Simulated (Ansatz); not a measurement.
## CO2, one structure, two calculations

Cell: a Materials Project structure (computed, not necessarily an observed phase).

Space group R-3c:H (No. 167); a = 9.7835, c = 12.1555 Å, γ = 120.00°.

```
site  Wyckoff  site symmetry       x       y       z
  C1       6b            -3.  0.0000  0.0000  0.0000
  C3      18e             .2  0.0812  0.4145  0.4167
  O9      12c             3.  0.0000  0.0000  0.9040
 O13      36f              1  0.1446  0.3510  0.4539
```

One atom of each set is listed; the run and its k-mesh use a cell of 24 atoms with edges of 6.95, 6.95, 6.95 Å.

First run. All values are calculated (Ansatz; DFT, PBE, plane waves and PAW, scalar-relativistic, 420 eV cutoff, Γ-centred 4×4×4 k-points, Fermi–Dirac smearing 0.02 eV), not measured.

```json
{"site": "C1", "V_zz (10²¹ V/m²)": "-2.91", "η": "0.00"}
{"site": "C3", "V_zz (10²¹ V/m²)": "-2.91", "η": "0.00"}
{"site": "O9", "V_zz (10²¹ V/m²)": "7.20", "η": "0.00"}
{"site": "O13", "V_zz (10²¹ V/m²)": "7.13", "η": "0.02"}
```

Second run. The same atoms and settings, except that the cutoff is 300 eV.

Q: What does the second run give?

A: 

```csv
site,V_zz,η,change of V_zz
C1,-2.31,0.00,+0.60
C3,-2.31,0.00,+0.60
O9,7.16,0.00,-0.04
O13,7.08,0.02,-0.05
```

The largest change of V_zz is on C3, from -2.91 to -2.31. In per cent, |V_zz| changes by -21 on C, -1 on O (all sites that start above 0.5).
